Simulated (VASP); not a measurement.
## Li2O: relaxation of cell and atoms with RPBE

Crystal: Li2O.

```
CELL_PARAMETERS angstrom
0.00000 2.31350 2.31350
2.31350 0.00000 2.31350
2.31350 2.31350 0.00000
ATOMIC_POSITIONS crystal
Li 0.25000 0.25000 0.25000
Li 0.75000 0.75000 0.75000
O 0.00000 0.00000 0.00000
```

```
Program                : VASP 6.6.1
Task                   : relaxation of cell and atoms
Functional             : RPBE
Potentials or basis    : VASP PAW PBE potentials, release 64 (Li_sv, O)
Cutoff                 : 600 eV
k mesh                 : 8 × 8 × 8
Occupations            : gaussian, width 0.02 eV
Spin                   : no spin polarisation
Further INCAR settings : ALGO = Fast; EDIFF = 1e-07; IBRION = 2; EDIFFG = -0.005; NSW = 90; ISIF = 3
```

- Relaxed volume: 8.59 Å³/atom
- Relaxed cell: a = 3.315 Å, b = 3.315 Å, c = 3.315 Å, α = 60.00°, β = 60.00°, γ = 60.00°
- Space group after relaxing (to 0.05 Å): Fm-3m (No. 225)
- Energy gained by relaxing: 3.0 meV/atom
- Ionic steps: 3
- Pressure after relaxing: 0.0 GPa
- Band gap on the k mesh: 5.02 eV, indirect (least direct gap 5.06 eV)

Step by step:
| step | energy change (eV) | largest force (eV/Å) | pressure (GPa) | volume (Å³) |
| --- | --- | --- | --- | --- |
| 1 | 0.0000 | 0.0000 | 3.04 | 24.77 |
| 2 | -0.0074 | 0.0000 | 1.20 | 25.33 |
| 3 | -0.0089 | 0.0000 | -0.05 | 25.76 |

Final structure:
```yaml
crystal:
  lattice:
    - [0.00000, 2.34402, 2.34402]
    - [2.34402, 0.00000, 2.34402]
    - [2.34402, 2.34402, 0.00000]
  atoms:
    - { symbol: Li, position: [0.25000, 0.25000, 0.25000] }
    - { symbol: Li, position: [0.75000, 0.75000, 0.75000] }
    - { symbol: O, position: [0.00000, 0.00000, 0.00000] }
```

Levels at points of the mesh, in eV from the valence-band top:
```
           k point  band 2  band 3  band 4  band 5  band 6  band 7  band 8  band 9  band 10
(0.00, 0.00, 0.00)  -43.09  -15.47    0.00    0.00    0.00    5.06   11.92   11.92    11.92
(0.50, 0.00, 0.00)  -43.21  -15.26   -2.63   -0.41   -0.41    9.04    9.55   12.01    12.01
(0.50, 0.50, 0.00)  -43.17  -15.21   -1.54   -1.29   -1.29    5.02   13.34   13.34    14.32
```

Run time: 65 s on 1 thread of Intel(R) Xeon(R) Platinum 8375C CPU @ 2.90GHz (Ice Lake) (shared host), peak memory 0.14 GiB.

Caveat: the cutoff is under 1.25 times the usual one of these potentials, so pressure, stress and relaxed cells hold a basis-set (Pulay) error; the PAW data sets were made with another functional, which shifts forces and pressure a little. Expect the measured gap to be larger: semilocal functionals such as RPBE lack the derivative discontinuity.
